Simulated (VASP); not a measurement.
Mg3Sb2:

```
CELL_PARAMETERS angstrom
4.58200 0.00000 0.00000
-2.29100 3.96813 0.00000
0.00000 0.00000 7.24400
ATOMIC_POSITIONS crystal
Sb 0.66667 0.33333 0.76500
Sb 0.33333 0.66667 0.23500
Mg 0.00000 0.00000 0.00000
Mg 0.66667 0.33333 0.37000
Mg 0.33333 0.66667 0.63000
```

Base run:

* Program: VASP 6.6.1
* Functional: PBE
* Potentials or basis: VASP PAW PBE potentials, release 64 (Sb, Mg)
* Cutoff: 500 eV
* k mesh: 7 × 7 × 4
* Occupations: fermi-dirac, width 0.05 eV
* Spin: no spin polarisation

Its results: band gap on the k mesh 0.34 eV, indirect (least direct gap 1.17 eV).

Question: The run is repeated on the same cell with these changes: functional from PBE to LDA; potentials or basis from VASP PAW PBE potentials, release 64 (Sb, Mg) to VASP PAW LDA potentials, release 64 (Sb, Mg); cutoff from 500 eV to 520 eV. What comes out?

Answer: Band gap on the k mesh 0.29 eV, indirect (least direct gap 1.05 eV).

Caveats: spin-orbit coupling is left out, which moves the levels of the heavy elements.

A k mesh can miss the band edges.

Not every run made on this cell is shown here.
